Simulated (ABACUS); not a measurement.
Ni:

```
Ni
1.0
     0.00000    1.73757    1.73757
     1.73757    0.00000    1.73757
     1.73757    1.73757    0.00000
Ni
1
Direct
  0.00000 0.00000 0.00000
```

Base run:

| Item | Value |
| --- | --- |
| Program | ABACUS 3.10.1 |
| Functional | revPBE |
| Potentials or basis | SG15 ONCV 1.2 PBE |
| Cutoff | 1333 eV |
| Density cutoff | 5333 eV |
| Basis | plane waves |
| k mesh | 10 × 10 × 10 |
| Occupations | fermi-dirac, width 0.05 eV |
| Spin | collinear spin, ferromagnetic start |
| Starting moments | [1.0] μB |

Its results: band gap on the k mesh none (metal or under the smearing width); pressure 16.2 GPa; net moment 0.68 μB per cell.

Question: The run is repeated on the same cell with these changes: functional from revPBE to rPW86PBE; radial cutoff of the potentials (pseudo_rcut) from 7 bohr to 10 bohr. What comes out?

Answer: Band gap on the k mesh none (metal or under the smearing width); pressure 15.3 GPa; net moment 0.67 μB per cell.

Caveats: so large a pressure means that the cell lies far from this level's equilibrium, or that cutoff or potentials fall short; the potentials were made for another functional, which shifts forces and pressure.
